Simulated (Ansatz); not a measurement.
**AlP at 40 GPa: from Born charge to LO–TO splitting and polaron coupling**

The calculation used Ansatz, DFT PBEsol, scalar-relativistic, plane waves, PAW. Cutoff 420 eV, 10×10×10 k-points (Γ-centred), fixed occupations. No spin polarisation. Phonons by linear response, acoustic sum rule imposed.

The cell, relaxed at 40 GPa:
```cif
data_structure
_symmetry_space_group_name_H-M 'F-43m'
_symmetry_Int_Tables_number 216
_cell_length_a 5.0016
_cell_length_b 5.0016
_cell_length_c 5.0016
_cell_angle_alpha 90.000
_cell_angle_beta 90.000
_cell_angle_gamma 90.000
_cell_volume 125.12
loop_
_atom_site_label
_atom_site_type_symbol
_atom_site_symmetry_multiplicity
_atom_site_Wyckoff_symbol
_atom_site_fract_x
_atom_site_fract_y
_atom_site_fract_z
_atom_site_occupancy
Al1 Al 4 a 0.00000 0.00000 0.00000 1
P1 P 4 c 0.25000 0.25000 0.25000 1
```

Other phases may be more stable at this pressure. The bands were filled as in an insulator; under compression the gap may have closed between mesh points.

Linear response gives ν_TO = 593.9 cm⁻¹, Born charges ±2.084 e (positive on Al) and ε∞ = 8.565. The primitive cell holds 31.281 Å³, and the masses are 26.982 and 30.974 amu.

Question: Find ν_LO and the static dielectric constant.

Answer: The long-wave field adds a restoring force: ω_LO² − ω_TO² = Z*²e²/(ε_vac ε∞ μV). In these units ν_LO² − ν_TO² = 4.92064×10⁷ Z*²/(μ V ε∞) cm⁻², with μ = m₁m₂/(m₁ + m₂) = 14.420 amu: 55336 cm⁻². So ν_LO = √(593.9² + 55336) = 638.8 cm⁻¹, and the run gives 638.8. Lyddane–Sachs–Teller then gives ε0 = ε∞ (ν_LO/ν_TO)² = 9.91, against 9.91 in the run (it forms both from the same three quantities, so the match checks the arithmetic only). Between ν_TO and ν_LO the dielectric function is negative and an undamped crystal reflects fully: a reststrahlen band from 15.7 to 16.8 μm.

Question: What do the Clausius–Mossotti polarisability and the Szigeti charge come to?

Answer: With the Lorentz local field, α = (3V/4π)(ε∞ − 1)/(ε∞ + 2) = 5.35 Å³ for the pair, and e_S = 3Z*/(ε∞ + 2) = 0.59 e. The Born charge includes the electrons' response to the dipole's own local field, and e_S takes that enhancement out. The Lorentz field assumes point-like polarisable ions, a poor picture once ε∞ is this large, since the electron clouds then overlap or are shared, so both numbers are formal here.

Question: How strongly does a slow electron couple to the LO mode?

Answer: For one isotropic parabolic band, Fröhlich's constant is α_F = (1/ε∞ − 1/ε0) √(m* Ry/ħω_LO), with Ry = 13.606 eV, ħω_LO = 79.2 meV and m* in free-electron masses: α_F = 0.0158 × 13.11 × √m* = 0.21 √m*. The band mass isn't part of this run; for m* = 0.1, 0.3 and 1 it gives 0.07, 0.11, 0.21. In weak coupling the polaron lies α_F ħω_LO below the band edge (9 meV at m* = 0.3) with a mass m*(1 + α_F/6); past α_F of about 5 or 6 that expansion fails. A semilocal functional's ε∞ tends to be too large, which taken alone lowers α_F.

Cost: 1 run of about 0.37 core-minutes, on Intel Xeon Platinum 8488C (Sapphire Rapids) (shared hosts).

The polar field raises the optical mode only from 593.9 to 638.8 cm⁻¹, so short-range forces supply most of the restoring force even for the longitudinal mode. This fits a partly ionic, mainly covalent sp³ network: light atoms and stiff, compressed bonds put the transverse mode high, while the easily polarised valence electrons screen the field that splits the pair. A Born charge of 2.084 e is no contradiction, since it measures the charge that flows as the bonds are distorted, not a static ionic charge on Al.

The same balance keeps ε0 close to ε∞. Little lattice polarisation is left for a slow carrier to exploit, and Fröhlich coupling is weak for all the masses tried. For real carriers this is a scale rather than a prediction, because zinc-blende AlP normally has anisotropic conduction valleys away from Γ and degenerate valence bands. Weak polar coupling also doesn't establish high mobility, as deformation-potential and intervalley scattering lie outside the Fröhlich constant.
